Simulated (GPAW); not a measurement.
# V (Im-3m) in GPAW: notebook

One crystal, V, is run at these levels: PBE, PBEsol; tasks: G0W0 quasiparticle levels, band structure.

All numbers are computed with GPAW 26.7.0; they aren't measurements. Logs are shortened: lines on timing, memory, paths and dates and some standing lists are left out, and cuts for length are marked. The log counts tension as positive stress, the text compression.

### Step 1. The structure

Symmetry: Im-3m, No. 229, cubic system. Conventional cell: a = 3.029 Å, b = 3.029 Å, c = 3.029 Å, α = 90.00°, β = 90.00°, γ = 90.00°. V (site symmetry m-3m) is surrounded by 8 V at 2.62 Å.

### Step 2. G0W0 quasiparticle levels, PBE, collinear spin, ferromagnetic start

Input file run.py:

```python
import json
import numpy as np
from ase import Atoms
from ase.dft.bandgap import bandgap
from ase.io import write
from gpaw import GPAW, PW
from gpaw.response.g0w0 import G0W0

atoms = Atoms(['V'],
              cell=[[-1.51435, 1.51435, 1.51435],
                    [1.51435, -1.51435, 1.51435],
                    [1.51435, 1.51435, -1.51435]],
              scaled_positions=[[0.0, 0.0, 0.0]],
              pbc=True)
atoms.set_initial_magnetic_moments([3.0])

calc = GPAW(mode=PW(500),
            xc='PBE',
            kpts={'size': (6, 6, 6), 'gamma': True},
            occupations={'name': 'fermi-dirac', 'width': 0.05},
            nbands=15,
            convergence={'density': 0.0001},
            maxiter=150,
            txt='gpaw.txt')
atoms.calc = calc
energy = atoms.get_potential_energy()
calc.write('gs.gpw')
write('result.traj', atoms)
print(f'Energy: {energy:.6f} eV')
print('Moments:', calc.get_magnetic_moments().round(3))
print('Fermi level:', round(calc.get_fermi_level(), 4), 'eV')
print(f'Gap: {bandgap(calc)[0]:.4f} eV, direct: {bandgap(calc, direct=True)[0]:.4f} eV')

calc.diagonalize_full_hamiltonian(nbands=61)
calc.write('full.gpw', mode='all')

ibz = calc.get_ibz_k_points()
gamma = int(np.abs(ibz).sum(1).argmin())
kpts = [gamma]
gw = G0W0(calc='full.gpw',
          filename='gw',
          ecut=150,
          ecut_extrapolation=False,
          kpts=kpts,
          integrate_gamma='1BZ',
          bands=(4, 10),
          nbands=57,
          frequencies={'type': 'nonlinear', 'domega0': 0.1, 'omega2': 10},
          eta=0.1)
gw.calculate()
results = {mode: {key: np.asarray(r[key]).tolist() for key in ['f', 'eps', 'vxc', 'exx', 'sigma', 'Z', 'qp', 'sigma_eskn']}
           for mode, r in gw.all_results.items()}
json.dump({'kpts': ibz[kpts].tolist(), 'results': results}, open('gw.json', 'w'))
for mode, r in results.items():
    f, qp = np.array(r['f']), np.array(r['qp'])
    print(mode, 'quasiparticle energies (eV):')
    print(qp.round(3))
```

Potentials or basis: GPAW PAW data sets (gpaw-data 1.2.1), pw.

Started as:

```sh
$ OMP_NUM_THREADS=1 python run.py
```

gpaw.txt:

```text
__  _  _
 | _ |_)|_||  |
 |__||  | ||/\| - 26.7.0

Input parameters:
  mode=PW(ecut=500.0),
  convergence={'density': 0.0001},
  kpts=MonkhorstPack(size=(6, 6, 6), gamma=True),
  maxiter=150,
  nbands=15,
  occupations=Occupations(name='fermi-dirac', width=0.05),
  xc=XC(name='PBE')

Diagonalizing LCAO Hamiltonian
Converting LCAO to pw mode

       V

Atoms  # Å, Bohr magnetons
|   | symbol |        x |        y |        z |    initial magnetic moments |
|---|--------|----------|----------|----------|-----------------------------|
| 0 |      V | 0.000000 | 0.000000 | 0.000000 | ( 0.0000,  0.0000,  3.0000) |

Unit cell  # Å
| periodic |         x |         y |         z |  lengths |     angles |
|----------|-----------|-----------|-----------|----------|------------|
|      yes | -1.514350 |  1.514350 |  1.514350 | 2.622931 | 109.471221 |
|      yes |  1.514350 | -1.514350 |  1.514350 | 2.622931 | 109.471221 |
|      yes |  1.514350 |  1.514350 | -1.514350 | 2.622931 | 109.471221 |

Number of symmetries: 48
Symmetry operations  # r_c * U_cc + t_c -> r_c
|    | kind |            matrix            |
|----|------|------------------------------|
|  0 |  σ   |  1, 1, 1,  0, 0,-1,  0,-1, 0 |
|  1 |  C4  |  1, 1, 1,  0, 0,-1, -1, 0, 0 |
|  2 |  C2  |  1, 1, 1,  0,-1, 0,  0, 0,-1 |
|  3 |  S6  |  1, 1, 1,  0,-1, 0, -1, 0, 0 |
|  4 |  S6  |  1, 1, 1, -1, 0, 0,  0, 0,-1 |
|  5 |  C4  |  1, 1, 1, -1, 0, 0,  0,-1, 0 |
|  6 |  E   |  1, 0, 0,  0, 1, 0,  0, 0, 1 |
|  7 |  σ   |  1, 0, 0,  0, 1, 0, -1,-1,-1 |
|  8 |  σ   |  1, 0, 0,  0, 0, 1,  0, 1, 0 |
|  9 |  C3  |  1, 0, 0,  0, 0, 1, -1,-1,-1 |
| 10 |  C3  |  1, 0, 0, -1,-1,-1,  0, 1, 0 |
| 11 |  σ   |  1, 0, 0, -1,-1,-1,  0, 0, 1 |
| 12 |  σ   |  0, 1, 0,  1, 0, 0,  0, 0, 1 |
| 13 |  C2  |  0, 1, 0,  1, 0, 0, -1,-1,-1 |
| 14 |  C3  |  0, 1, 0,  0, 0, 1,  1, 0, 0 |
| 15 |  S4  |  0, 1, 0,  0, 0, 1, -1,-1,-1 |
| 16 |  S4  |  0, 1, 0, -1,-1,-1,  1, 0, 0 |
| 17 |  C3  |  0, 1, 0, -1,-1,-1,  0, 0, 1 |
| 18 |  C3  |  0, 0, 1,  1, 0, 0,  0, 1, 0 |
| 19 |  S4  |  0, 0, 1,  1, 0, 0, -1,-1,-1 |
| 20 |  σ   |  0, 0, 1,  0, 1, 0,  1, 0, 0 |
| 21 |  C3  |  0, 0, 1,  0, 1, 0, -1,-1,-1 |
| 22 |  C2  |  0, 0, 1, -1,-1,-1,  1, 0, 0 |
| 23 |  S4  |  0, 0, 1, -1,-1,-1,  0, 1, 0 |
| 24 |  C4  |  0, 0,-1,  1, 1, 1,  0,-1, 0 |
| 25 |  σ   |  0, 0,-1,  1, 1, 1, -1, 0, 0 |
| 26 |  S6  |  0, 0,-1,  0,-1, 0,  1, 1, 1 |
| 27 |  C2  |  0, 0,-1,  0,-1, 0, -1, 0, 0 |
| 28 |  C4  |  0, 0,-1, -1, 0, 0,  1, 1, 1 |
| 29 |  S6  |  0, 0,-1, -1, 0, 0,  0,-1, 0 |
| 30 |  S6  |  0,-1, 0,  1, 1, 1,  0, 0,-1 |
| 31 |  C4  |  0,-1, 0,  1, 1, 1, -1, 0, 0 |
| 32 |  C4  |  0,-1, 0,  0, 0,-1,  1, 1, 1 |
| 33 |  S6  |  0,-1, 0,  0, 0,-1, -1, 0, 0 |
| 34 |  σ   |  0,-1, 0, -1, 0, 0,  1, 1, 1 |
| 35 |  C2  |  0,-1, 0, -1, 0, 0,  0, 0,-1 |
| 36 |  C2  | -1, 0, 0,  1, 1, 1,  0, 0,-1 |
| 37 |  S6  | -1, 0, 0,  1, 1, 1,  0,-1, 0 |
| 38 |  S6  | -1, 0, 0,  0, 0,-1,  1, 1, 1 |
| 39 |  C2  | -1, 0, 0,  0, 0,-1,  0,-1, 0 |
| 40 |  C2  | -1, 0, 0,  0,-1, 0,  1, 1, 1 |
| 41 |  i   | -1, 0, 0,  0,-1, 0,  0, 0,-1 |
| 42 |  S4  | -1,-1,-1,  1, 0, 0,  0, 1, 0 |
| 43 |  C3  | -1,-1,-1,  1, 0, 0,  0, 0, 1 |
| 44 |  C3  | -1,-1,-1,  0, 1, 0,  1, 0, 0 |
| 45 |  σ   | -1,-1,-1,  0, 1, 0,  0, 0, 1 |
| 46 |  S4  | -1,-1,-1,  0, 0, 1,  1, 0, 0 |
| 47 |  C2  | -1,-1,-1,  0, 0, 1,  0, 1, 0 |

BZ-sampling:
  Number of BZ points: 216
  Number of IBZ points: 16

  Monkhorst-Pack size: [6, 6, 6]
  Monkhorst-Pack shift: [0.08333333333333333, 0.08333333333333333, 0.08333333333333333]

K-points  # in reciprocal-cell coordinates
|     |                                coordinates |     weight |
|-----|--------------------------------------------|------------|
|   0 | (  0.00000000,   0.00000000,   0.00000000) | 0.00462963 |
|   1 | (  0.16666667,   0.00000000,   0.00000000) | 0.05555556 |
|   2 | (  0.16666667,   0.16666667,  -0.16666667) | 0.02777778 |
|   3 | (  0.33333333,   0.00000000,  -0.16666667) | 0.11111111 |
|   4 | (  0.33333333,   0.00000000,   0.00000000) | 0.05555556 |
|   5 | (  0.33333333,   0.16666667,  -0.16666667) | 0.11111111 |
|   6 | (  0.33333333,   0.33333333,  -0.33333333) | 0.02777778 |
|   7 | (  0.33333333,   0.33333333,   0.16666667) | 0.05555556 |
|   8 | (  0.33333333,   0.33333333,   0.33333333) | 0.03703704 |
|   9 | (  0.50000000,   0.16666667,   0.16666667) | 0.03703704 |
| ... |                                            |            |
|  15 | (  0.50000000,   0.50000000,   0.50000000) | 0.00462963 |

Plane wave coefficients: 370
Cutoff: 500.0 eV

Spin-components: 2 (collinear spins)
Bands:           15
Projectors:      6
Spin-degeneracy: 1
Datatype:        complex128

Parallelization:
  kpt:    1
  domain: 1
  band:   1

Density:
  Valence electrons: 13.0
  Components: 2
  Grid points: [14 14 14]
  Charge: 0.0  # |e|

Potential:
  Grid points: [14 14 14]

species:
  V:
    name:    Vanadium
    Z:       23.0
    valence: 13
    core:    10
    charge:  0.0  # [|e|]
    compensation charges:
      type: gauss
      rc: 0.37  # [Å]
      lmax: 2
    cutoffs:
      filter: 2.14  # [Å]
      core: 0.96  # [Å]
    projectors
    | kind |    occ | energy [eV] | rcut [Å] |
    |------|--------|-------------|----------|
    |   3s |  2.000 |     -70.222 |    1.254 |
    |   4s |  2.000 |      -4.702 |    1.254 |
    |   3p |  6.000 |     -44.043 |    1.281 |
    |   4p |  0.000 |      -1.444 |    1.281 |
    |   3d |  3.000 |      -5.164 |    1.169 |
    |    d |        |      22.047 |    1.169 |

    Using partial waves for V as LCAO basis

Reference energy: -25820.495562  # eV

eigensolver:
  PPCG
  Converge bands: occupied
  niter=2

density mixing:
  MSR1-Mixer
  Pratt-step length: 0.05
  Maximum mixing coefficient: 0.75
  Old densities: 10
  SVD Regularization: 0.005
  Good broyden scale: 1.0
  Trust region scale: 1.0
  Backstep threshold: 4.0
  History deletion threshold: 6.0
  Fourier metric: weight=20.0, sigma=0.015

occupation numbers:
  Fermi-Dirac:
    width: 0.0500  # eV

poisson solver:
  ecut: 4000.0  # eV

xc functional:
  name: PBE with 2 nearest neighbor stencil

convergence criteria:
- Maximum integral of absolute [dens]ity change: 0.0001 electrons / valence electron
- Maximum [total energy] change in last 3 cyles: 0.0005 eV / valence electron
- Maximum integral of absolute [eigenst]ate change: 4e-08 eV^2 / valence electron
maximum number of iterations: 150

SCF iterations
|iter     | |      energy | eigst |  dens |  magmom |
|---------|-|-------------|-------|-------|---------|
|iter:   1| |   -7.882176 | +0.24 |       |  +3.0106|
|iter:   2| |   -7.859442 | -2.60 | -0.69 |  +2.9153|
|iter:   3| |   -8.311231 | -2.05 | -0.72 |  +1.6119|
|iter:   4| |   -8.463612 | -2.95 | -1.15 |  +0.8178|
|iter:   5| |   -8.466746 | -3.89 | -1.78 |  +0.6389|
|iter:   6| |   -8.468583c| -3.84 | -2.37 |  +0.6184|
|iter:   7| |   -8.469212c| -4.09 | -2.72 |  +0.6079|
|iter:   8| |   -8.469254c| -5.26 | -3.38 |  +0.6084|
|iter:   9| |   -8.469246c| -5.83 | -3.68 |  +0.6058|
|iter:  10| |   -8.469236c| -7.66c| -4.09c|  +0.6046|

Converged in 10 steps
Energy contributions relative to reference atoms: (reference = -25820.495562)

Energy contributions:
  Kinetic:          -3.099071
  Coulomb:           2.122193
  Zero:              0.143664
  External:          0.000000
  Xc:               -7.629708
  Entropy:          -0.012629
  Spinorbit:         0.000000
  ----------------------------
  Free energy:      -8.475551
  Extrapolated:     -8.469236

dipole moment: (-3.665237, -3.665237, -3.665237)  # |e|*Ang

Total magnetic moment: (0.000000, 0.000000, 0.604552)

Local magnetic moments
|        x |        y |        z |
|----------|----------|----------|
| 0.000000 | 0.000000 | 0.457957 |  # V    0

Fermi level: 9.159
Eigenvalues  # (at kpt = [0.000, 0.000, 0.000])
| band index |      eig [eV] | occ [0-1] |      eig [eV] | occ [0-1] |
|------------|---------------|-----------|---------------|-----------|
|          0 |       -54.839 |     1.000 |       -54.417 |     1.000 |
|          1 |       -28.203 |     1.000 |       -27.787 |     1.000 |
|          2 |       -28.203 |     1.000 |       -27.787 |     1.000 |
|          3 |       -28.203 |     1.000 |       -27.787 |     1.000 |
|          4 |         2.424 |     1.000 |         2.842 |     1.000 |
|          5 |         9.277 |     0.087 |         9.819 |     0.000 |
|          6 |         9.277 |     0.087 |         9.819 |     0.000 |
|          7 |         9.277 |     0.087 |         9.819 |     0.000 |
|          8 |        11.336 |     0.000 |        11.578 |     0.000 |
|          9 |        11.336 |     0.000 |        11.578 |     0.000 |
|         10 |        29.398 |     0.000 |        29.825 |     0.000 |
|         11 |        29.398 |     0.000 |        29.825 |     0.000 |
|         12 |        29.398 |     0.000 |        29.825 |     0.000 |
|        ... |               |           |               |           |
|         14 |        35.799 |     0.000 |        36.061 |     0.000 |

No gap
No difference between direct/indirect transitions
# Writing to gs.gpw (mode='')

Matrix size: 370x370
# Writing to full.gpw (mode='all')
```

stdout:

```text
Energy: -8.469236 eV
Moments: [0.458]
Fermi level: 9.1591 eV
Gap: 0.0000 eV, direct: 0.0000 eV
IBZ(<points: 16, symmetries: 48>)
Occupied bands: 8
Calculating eigenvalues:
  k-points: 1
  Bands: 4-9 (inclusive)
HSE06-eigenvalue shifts:
  min: -5.241 eV
  ave: 4.716 eV
  max: 8.716 eV
GW quasiparticle energies (eV):
[[[ 1.898 10.201 10.209 10.205 11.967 11.966]]

 [[ 2.287 10.733 10.738 10.74  12.194 12.195]]]
```

gw.w.txt:

```text
NonLinearFrequencyDescriptor(from 0.000 to 196.453 eV, 216 points)
NonLinearFrequencyDescriptor(from 0.000 to 196.453 eV, 216 points)

WARNING:
The current GW implementation cannot handle intraband screening.
[... 142 lines left out ...]
   9   0.000  11.336 -25.044 -16.643  -7.306  -0.737   0.576  11.966

k-point 0 (0): (0.000, 0.000, 0.000)                GW
band       f     eps     vxc     exx   sigma  dsigma       Z      qp
                                                                   GW
   4   1.000   2.842 -12.842 -17.194   3.698  -0.178   0.849   2.287
   5   0.000   9.819 -22.988 -15.812  -5.740  -0.571   0.637  10.733
   6   0.000   9.819 -22.988 -15.812  -5.732  -0.571   0.636  10.738
   7   0.000   9.819 -22.988 -15.812  -5.729  -0.571   0.636  10.740
   8   0.000  11.578 -24.784 -16.069  -7.636  -0.753   0.570  12.194
   9   0.000  11.578 -24.784 -16.069  -7.634  -0.753   0.571  12.195
```

Wall time 17 min (1 thread of Intel Xeon Platinum 8175M at 2.50GHz (Skylake/Cascade Lake), shared host); peak memory 0.39 GiB.

Results:

```
Free energy            : -8.4756 eV
Band gap on the k mesh : none (metal or under the smearing width)
Net moment             : 0.60 μB per cell
Site moments           : V +0.46 μB
```

Caveat: the k mesh is coarse (spacing up to 0.49 Å⁻¹), so the values aren't converged; G0W0 is unreliable with partly filled bands; on this mesh the treatment of q = 0 moves the result by about a tenth of an eV; the long-wavelength limit can be off by several per cent where d states take part.

(Part 1 of 3 ends here.)
